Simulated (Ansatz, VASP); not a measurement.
**Se: VASP beside Ansatz**

File INCAR:

```
SYSTEM = Se
PREC     = Accurate       ! precision mode
ENCUT    = 520            ! plane-wave cutoff, eV
EDIFF    = 1E-7           ! SCF threshold, eV
ISMEAR   = -1             ! smearing method
SIGMA    = 0.1            ! smearing width, eV
LREAL    = .False.        ! projectors in reciprocal space
LASPH    = .True.         ! aspherical terms in the spheres
NELM     = 100            ! most SCF steps
ALGO     = Normal         ! electronic algorithm
ISIF     = 2              ! what is computed and relaxed
LWAVE    = .False.        ! write WAVECAR
LCHARG   = .False.        ! write CHGCAR
GGA      = B5             ! functional
ALDAX    = 1.0          
AGGAX    = 1.0          
AGGAC    = 1.0          
ALDAC    = 0.0          
NBANDS   = 13             ! bands
```

KPOINTS

```
Automatic mesh
0
Gamma
  10 10 10
  0 0 0
```

Contents of POSCAR:

```
Se
1.0
    0.0000000000      3.3714542315      3.3714542315
    3.3714542315      0.0000000000      3.3714542315
    3.3714542315      3.3714542315      0.0000000000
Se
2
Direct
    0.1250000000      0.1250000000      0.1250000000
    0.8750000000      0.8750000000      0.8750000000
```

Input for Ansatz:

```yaml
crystal:
  lattice:
    - [0.0, 3.3714542315, 3.3714542315]
    - [3.3714542315, 0.0, 3.3714542315]
    - [3.3714542315, 3.3714542315, 0.0]
  atoms:
    - { symbol: Se, position: [0.125, 0.125, 0.125] }
    - { symbol: Se, position: [0.875, 0.875, 0.875] }
hamiltonian:
  xc: blyp
  pseudopotentials:
    kind: paw
    azcp:
      Se: "pseudopotentials/Se.paw.azcp"
basis:
  ecutwfc: 420
  fft_grid_basis: typed
kpoints:
  mp_grid: { grid: [10, 10, 10], shift: [0, 0, 0] }
magnetization:
  spin_polarized: false
scf:
  occupations: { method: fermi_dirac, width: 0.1 }
  lower_state_search: "off"
output:
  stress: true
```

Alike in both runs: task single point; functional BLYP; k mesh 10 × 10 × 10; occupations fermi-dirac, width 0.1 eV; no spin polarisation.

```csv
,VASP,Ansatz
version,VASP 6.6.1,Ansatz 0.2.0
potentials or method,"VASP PAW PBE potentials, release 64 (Se)","plane waves (420 eV) with PAW, scalar-relativistic"
plane-wave cutoff (eV),520,420
valence electrons in the cell,12,32
```

```tsv
	VASP	Ansatz	Ansatz less VASP
pressure (GPa)	-2.9	-2.9	-0.07
```

The functional is the same, so the differences come from potentials, cutoffs and numerics. The two sets of potentials don't hold the same shells in valence.

Caveats: the PAW data sets were made with another functional, which shifts forces and pressure a little (VASP).
